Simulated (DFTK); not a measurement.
Na under changes of volume

One of the cells (39.256 Å³/atom); the others are scaled copies at fixed shape and fractional positions:

```
Na
1.0
    -2.14100    2.14100    2.14100
     2.14100   -2.14100    2.14100
     2.14100    2.14100   -2.14100
Na
1
Cartesian
  0.0000 0.0000 0.0000
```

| Quantity | Value |
| --- | --- |
| Program | DFTK 0.8.2 |
| Functional | LDA |
| Potentials or basis | dojo.nc.sr.lda.v0_4_1.standard.upf (LDA) |
| Cutoff | 1197 eV |
| k mesh | 6 × 6 × 6 |
| Occupations | fermi-dirac, width 0.05 eV |
| Spin | no spin polarisation |

```csv
volume (Å³/atom),energy over the lowest point (meV/atom),pressure (GPa)
36.901,0.00,-0.7
37.686,3.60,-0.8
38.471,7.79,-0.9
39.256,?,?
40.041,17.70,-1.1
40.827,23.31,-1.2
41.612,29.31,-1.3
```

Q: What does the run at 39.256 Å³/atom give?

A: Energy over the lowest point 12.51 meV/atom; pressure -1.0 GPa.

Worked out: A Birch-Murnaghan fit of order 3 (a polynomial in V^(-2/3)) to the other rows has no minimum within the range. It gives 12.51 meV/atom at 39.256 Å³/atom, against the run's 12.51, and -dE/dV = -1.0 GPa, against -1.0.

Energies are extrapolated to zero smearing.

Caveats: the minimum lies outside the volumes run.
